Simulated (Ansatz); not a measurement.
**CaF₂: what symmetry allows forces and stress to be**

```
Ca F
1.0
     0.00000    2.73125    2.73125
     2.73125    0.00000    2.73125
     2.73125    2.73125    0.00000
Ca F
1 2
Direct
  0.00000 0.00000 0.00000
  0.27746 0.27746 0.22254
  0.75000 0.75000 0.75000
```

Theory: DFT PBE, scalar-relativistic, plane waves, PAW in Ansatz.

Plane waves to 420 eV, a k mesh through Γ of 8×8×8 on the computed 3-atom cell and Gaussian smearing (0.02 eV); no spin polarisation.

This distorted cell has space group Imm2, with 4 operations.

Task: Without a calculation: in which directions can each atom feel a force?

Result: A force must be left unchanged by every operation that keeps its atom in place, so it lies in the space that those operations leave fixed. Atoms that the group maps onto each other feel forces of one size.
| atom | site symmetry | operations at the site | equivalent to atom | allowed force (Cartesian) |
| --- | --- | --- | --- | --- |
| Ca1 | mm2 | 4 | 1 | along (0.00, 0.00, 1.00) |
| F2 | mm2 | 4 | 2 | along (0.00, 0.00, 1.00) |
| F3 | mm2 | 4 | 3 | along (0.00, 0.00, 1.00) |

That leaves 3 independent force components of 9, tied by 1 condition that the forces sum to zero, so 2 remain. A relaxation in this cell that keeps the symmetry moves the atoms in these directions alone.

Task: And the stress tensor?

Result: It must be invariant under the point group, which leaves 3 independent components: yz, xz vanish; xx = yy.

Task: Do the computed values obey this?

Result: Yes. Forces (eV/Å):
```
Ca1  0.000  0.000  0.325
F2   0.000  0.000 -0.707
F3   0.000  0.000  0.382
```

Stress (GPa, compression positive, xx yy zz yz xz xy): 2.62 2.62 3.12 0.00 0.00 -1.54. The program imposes the same operations on density, forces and stress, so this confirms the analysis and is no independent test of the calculation.